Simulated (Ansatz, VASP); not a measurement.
## Sb in VASP and in Ansatz

```xyz
1
Lattice="-1.5728 1.5728 1.5728 1.5728 -1.5728 1.5728 1.5728 1.5728 -1.5728" Properties=species:S:1:pos:R:3 pbc="T T T"
Sb    0.0000    0.0000    0.0000
```

Change from the starting cell: volume scaled by 0.6, LAPW.

Alike in both runs: task single point; functional PBEsol; k mesh 16 × 16 × 16; occupations fermi-dirac, width 0.05 eV; no spin polarisation.

|  | VASP | Ansatz |
| --- | --- | --- |
| version | VASP 6.6.1 | Ansatz 0.2.0 |
| potentials or method | VASP PAW PBE potentials, release 64 (Sb), cutoff 520 eV | all-electron LAPW, scalar-relativistic |

VASP gave:

* pressure (GPa): 116.2

Q: Which values does Ansatz return?

A: Pressure (GPa): 113.1.

Ansatz ran all-electron here, so the differences hold the error of VASP's frozen core and of both bases.

Caveats: the cell as given lies far from equilibrium; so large a pressure means that the cell lies far from this level's equilibrium, or that cutoff or potentials fall short (VASP); the potentials were made for another functional, which shifts forces and pressure (VASP). Spin-orbit coupling is left out, which matters for the levels of Sb.
